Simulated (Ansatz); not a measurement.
BN: B interstitial

Method: DFT PBE+D3(BJ), scalar-relativistic, plane waves, PAW (Ansatz 0.2.0). (420 eV cutoff, 2×2×2 k-mesh, shifted by half a step, Gaussian smearing of 0.01 eV, collinear spin in charge 0, +2 alone)

Host crystal, relaxed:

```
B N
1.0
     1.25306    0.72345    3.29488
    -1.25306    0.72345    3.29488
     0.00000   -1.44691    3.29488
B N
1 1
Direct
  0.99970 0.99970 0.99970
  0.33274 0.33274 0.33274
```

Supercell of 32 atoms, rows in host cell vectors: -1 3 -1; -1 -1 3; 3 -1 -1. Atoms relax at the host's cell from a start displaced at random by 0.06 Å near the defect, so other minima may exist. The cell is small, so energies carry finite-size errors of tenths of an eV. The host's Kohn–Sham gap is 4.16 eV. Atoms are taken from and returned to the elements' standard states. Charged cells are corrected for image charges with the computed static dielectric tensor (mean 5.4) and aligned with the host's potential at far atoms (alignment terms reach 0.30 eV; the program doubts the alignment in some charges, where it is up to 0.27 eV). No band-filling term is added, and the Fermi level counts from the host's valence band top.

Defect: B interstitial set at (0.438, 0.500, 0.625) of the host cell. In charges +3, +2, +1, 0 some atom moved by up to 1.4 Å, so the relaxed defect can differ in kind from the start. Before relaxation its nearest neighbours are 1 N at 1.88 Å, 1 N at 1.89 Å, 1 B at 1.92 Å, 1 B at 2.02 Å, 1 N at 2.08 Å, 1 N at 2.18 Å, 1 B at 2.21 Å, 1 B at 2.22 Å.

| charge | E_f at the valence band top (eV) | over the neutral state (eV) | moment (μB) | largest move (Å) | atoms near the site |
| --- | --- | --- | --- | --- | --- |
| +3 | 4.28 | -1.94 | 0.00 | 1.37 | 1 N at 1.49 Å, 2 N at 1.58 Å, 1 B at 1.75 Å |
| +2 | 3.58 | -2.64 | 1.00 | 1.27 | 1 N at 1.54 Å, 1 N at 1.64 Å, 1 N at 1.65 Å, 1 B at 1.79 Å, 1 B at 1.82 Å |
| +1 | 4.11 | -2.11 | 0.00 | 1.37 | 2 N at 1.63 Å, 1 B at 1.70 Å, 1 B at 1.88 Å |
| 0 | 6.21 | 0.00 | 1.00 | 0.79 | 1 N at 1.53 Å, 1 B at 1.72 Å, 1 B at 1.73 Å |

Among the charges computed the stable one is +2 at the valence band top, changing to +1 at 0.53 eV, changing to 0 at 2.11 eV. In charge +3 the extra carrier would gain by moving to a band edge of the host, so it isn't bound in the gap. Other sites of the defect weren't tried.